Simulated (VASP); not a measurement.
## Sn: relaxation of cell and atoms with r2SCAN

Crystal: Sn.

```
CELL_PARAMETERS angstrom
-1.89465 1.89465 1.89465
1.89465 -1.89465 1.89465
1.89465 1.89465 -1.89465
ATOMIC_POSITIONS crystal
Sn 0.00000 0.00000 0.00000
```

This isn't the form of Sn at room conditions, which is tetragonal (white tin).

- Program: VASP 6.6.1
- Task: relaxation of cell and atoms
- Functional: r2SCAN
- Potentials or basis: VASP PAW PBE potentials, release 64 (Sn_d)
- Cutoff: 600 eV
- k mesh: 10 × 10 × 10
- Occupations: fermi-dirac, width 0.05 eV
- Spin: no spin polarisation
- Further INCAR settings: ALGO = Normal; EDIFF = 1e-07; IBRION = 2; EDIFFG = -0.01; NSW = 60; ISIF = 3

```yaml
Relaxed_volume: 26.79 Å³/atom
Relaxed_cell: a = 3.265 Å, b = 3.265 Å, c = 3.265 Å, α = 109.47°, β = 109.47°, γ = 109.47°
Space_group_after_relaxing_to_0.05_Å: Im-3m (No. 229)
Energy_gained_by_relaxing: 0.9 meV/atom
Ionic_steps: 3
Pressure_after_relaxing: 0.0 GPa
Band_gap_on_the_k_mesh: none (metal or under the smearing width)
```

Step by step:
| step | energy change (eV) | largest force (eV/Å) | pressure (GPa) | volume (Å³) |
| --- | --- | --- | --- | --- |
| 1 | 0.0000 | 0.0000 | -0.72 | 27.20 |
| 2 | -0.0009 | 0.0000 | 0.13 | 26.73 |
| 3 | -0.0009 | 0.0000 | 0.00 | 26.79 |

Final structure:
```
CELL_PARAMETERS angstrom
-1.88506 1.88506 1.88506
1.88506 -1.88506 1.88506
1.88506 1.88506 -1.88506
ATOMIC_POSITIONS crystal
Sn 0.00000 0.00000 0.00000
```

Levels at points of the mesh, in eV from the Fermi level:
```tsv
k point	band 5	band 6	band 7	band 8	band 9	band 10
(0.00, 0.00, 0.00)	-22.11	-11.75	8.59	8.59	8.59	12.95
(0.50, 0.00, 0.00)	-22.02	-6.65	-4.75	3.81	5.92	8.67
(0.50, 0.50, 0.50)	-22.04	-2.22	-0.59	-0.59	-0.59	4.19
```

Run time: 97 s on 1 thread of Intel(R) Xeon(R) 6975P-C (Granite Rapids) (shared host), peak memory 0.17 GiB.

Caveat: the PAW data sets were made with another functional, which shifts forces and pressure a little.
